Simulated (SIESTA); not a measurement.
Runs of SIESTA 5.4.2 on Sb. Symmetry: Pm-3m, No. 221, cubic system. The conventional cell has a = 3.160 Å, b = 3.160 Å, c = 3.160 Å, α = 90.00°, β = 90.00°, γ = 90.00°. Around Sb (site symmetry m-3m) lie 6 Sb at 3.16 Å. This isn't the form of Sb at room conditions, which is rhombohedral.

```tsv
potentials or basis	gap on the mesh (eV)	pressure (GPa)	relaxed volume (Å³/atom)
PseudoDojo 0.4 standard (PBE files), SZ (energy shift 0.003 Ry)	none	0.0	(b)
PseudoDojo 0.4 standard (PBE files), DZP (energy shift 0.003 Ry; two zetas on semicore shells)	none	-0.1	30.75
PseudoDojo 0.4 standard (PBE files), TZP (energy shift 0.003 Ry; two zetas on semicore shells)	none	0.0	(a)
PseudoDojo 0.4 standard (PBE files), TZDP (energy shift 0.003 Ry; two zetas on semicore shells)	none	0.0	30.77
PseudoDojo 0.4 standard (PBE files), DZDP (energy shift 0.003 Ry; two zetas on semicore shells)	none	0.0	30.67
```

Alike in all rows: task relaxation of cell and atoms; level PBE; no spin polarisation; cell relaxed; k mesh 8 × 8 × 8; smearing fermi-dirac 0.05 eV; grid cutoff 500 Ry; energy shift 0.003 Ry.

**Question.** Estimate the missing entries.

**Answer.** (a) 30.78; (b) 33.30.

Caveats: the basis of atomic orbitals isn't converged, which shifts pressures, moduli and gaps; the basis has no polarisation orbitals (some runs).

A k mesh can miss the band edges, and the runs leave out spin-orbit coupling on Sb.

A gap of «none» marks a metal or a gap under the smearing width.
